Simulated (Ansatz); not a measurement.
# Si2Mo: one input, then a changed one

The cell is COD entry 1010282, as deposited and not checked against the literature; nothing was relaxed. It is an old determination, and later ones may differ.

First run: DFT, PBE, PAW with Ansatz's default frozen-core files, scalar-relativistic (Ansatz 0.2.0).

Command: `ansatz run input.yaml --threads 1 --pin off --max-ram 3072MiB --backend cpu --events-out ev --progress --plain --runs-dir out` The run took 53 s on 1 thread of Intel(R) Xeon(R) Platinum 8375C CPU @ 2.90GHz (Ice Lake) (shared host), peak memory 0.57 GiB.

```yaml
crystal:
  lattice:
    - [-1.6, 1.6, 3.9305]
    - [1.6, -1.6, 3.9305]
    - [1.6, 1.6, -3.9305]
  atoms:
    - { symbol: Si, position: [0.333, 0.333, 0.0] }
    - { symbol: Si, position: [0.667, 0.667, 0.0] }
    - { symbol: Mo, position: [0.0, 0.0, 0.0] }
kpoints:
  mp_grid: { grid: [16, 16, 16] }
  band_path:
    path:
      - [0.0, 0.0, 0.0]
      - [0.0, 0.0, 0.5]
      - [0.25, 0.25, 0.25]
      - [0.0, 0.5, 0.0]
      - [0.0, 0.0, 0.0]
      - [0.5, 0.5, -0.5]
      - [0.2914270847, 0.7085729153, -0.2914270847]
      - [-0.2914270847, 0.2914270847, 0.2914270847]
      - [0.0, 0.0, 0.0]
    npoints: 14
scf:
  occupations: { method: fermi_dirac, width: 0.08 }
hamiltonian:
  xc: pbe
  pseudopotentials: { kind: paw }
output:
  forces: true
  stress: true
  eigenvalues: true
  efg: { contact_densities: true }
  populations: true
  bader: true
  dos: { projected: true, de: 0.2, e_range: [-14, 8] }
  write_density: true
  write_potential: true
  elf: true
  volumetric_format: npy
```

Result: converged; pressure 2.25 GPa; largest force 0.280 eV/Å; no gap on the k mesh; 6 SCF iterations.

The input is then changed:

```diff
@@ -24,7 +24,8 @@
 scf:
   occupations: { method: fermi_dirac, width: 0.08 }
+  mixing: { algorithm: msr1, beta: 0.5 }
 hamiltonian:
   xc: pbe
-  pseudopotentials: { kind: paw }
+  pseudopotentials: { kind: paw_fr }
 output:
   forces: true
@@ -33,9 +34,8 @@
   efg: { contact_densities: true }
   populations: true
-  bader: true
-  dos: { projected: true, de: 0.2, e_range: [-14, 8] }
-  write_density: true
-  write_potential: true
-  elf: true
-  volumetric_format: npy
+basis:
+  ecutwfc: "44.1 Ry"
+magnetization:
+  noncollinear: true
+  spin_orbit: true
```

Question: Predict the outcome of the changed run.

Answer: It converged; pressure 2.25 GPa; largest force 0.278 eV/Å; no gap on the k mesh; 8 SCF iterations.
